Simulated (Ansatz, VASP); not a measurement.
## F in VASP and in Ansatz

```
F
1.0
     2.75000   -1.64000    0.00000
     2.75000    1.64000    0.00000
    -1.53601    0.00000    7.12002
F
4
Direct
  0.05040 0.05040 0.09960
  0.94960 0.94960 0.90040
  0.50500 0.50500 0.60000
  0.49500 0.49500 0.40000
```

Alike in both runs: task single point; functional PBE; k mesh 11 × 11 × 5; occupations fermi-dirac, width 0.03 eV; no spin polarisation.

|  | VASP | Ansatz |
| --- | --- | --- |
| version | VASP 6.6.1 | Ansatz 0.2.0 |
| potentials or method | VASP PAW PBE potentials, release 64 (F), cutoff 520 eV | all-electron LAPW, scalar-relativistic |

```csv
,VASP,Ansatz,Ansatz less VASP
gap on the k mesh at the Fermi level (eV),2.28,2.36,+0.073
pressure (GPa),-1.0,-1.3,-0.32
largest component of the traceless stress (GPa),2.43,4.15,+1.715
rms of the force components (eV/Å),0.295,0.505,+0.2102
```

Atom by atom the forces differ by 0.212 eV/Å (rms over components). Ansatz ran all-electron here, so the differences hold the error of VASP's frozen core and of both bases.

Caveats: an odd mesh through Γ misses points on the zone boundary, where band edges often lie. PBE gaps usually lie below the measured ones, often by a third to a half.
